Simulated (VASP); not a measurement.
Wanted: the native input for a VASP 6.6.1 run.

| Quantity | Value |
| --- | --- |
| Task | single point |
| Functional | PBE |
| Potentials or basis | VASP PAW PBE potentials, release 64 (Cd, S) |
| Cutoff | 520 eV |
| k mesh | 8 × 6 × 6 |
| Occupations | gaussian, width 0.02 eV |
| Spin | no spin polarisation |
| Dipole correction | no |
| Further INCAR settings | ALGO = Fast; EDIFF = 1e-06; NBANDS = 26 |

The structure of CdS lies in POSCAR:

```
CdS
1.0
    4.1325118972      0.0000000000      0.0000000000
    0.0000000000      5.8442543966      0.0000000000
    0.0000000000      0.0000000000      4.2383675315
Cd S
2 2
Direct
    0.0000000000      0.0000000000      0.0000000000
    0.5000000000      0.5000000000      0.5000117000
    0.5000000000      0.2500000000      0.0000000000
    0.0000000000      0.7500000000      0.5000117000
```

The cell was built by a generator and needn't be a form met in nature.

These files were run (other wordings do the same):

INCAR

```
ALGO = Fast ; EDIFF = 1E-6
ENCUT = 520 ; GGA = PE
ISIF = 2 ; ISMEAR = 0
LASPH = T ; LCHARG = F
LREAL = F ; LWAVE = F
NBANDS = 26 ; NELM = 100
PREC = Accurate ; SIGMA = 0.02
```

KPOINTS

```
k-points
0
Gamma
  8 6 6
```

Potentials or basis: VASP PAW PBE potentials, release 64 (Cd, S).

Launch:

```bash
$ cat potpaw_PBE.64/Cd/POTCAR potpaw_PBE.64/S/POTCAR > POTCAR
$ mpirun -np 1 vasp_std > vasp.out
```

It gave:

```yaml
Pressure: 1.3 GPa
Largest_force: 0.152 eV/Å
Band_gap_on_the_k_mesh: 1.06 eV
```

Run time: 120 s on 1 thread of Intel(R) Xeon(R) Platinum 8488C (Sapphire Rapids), with other jobs on the host, peak memory 0.33 GiB.
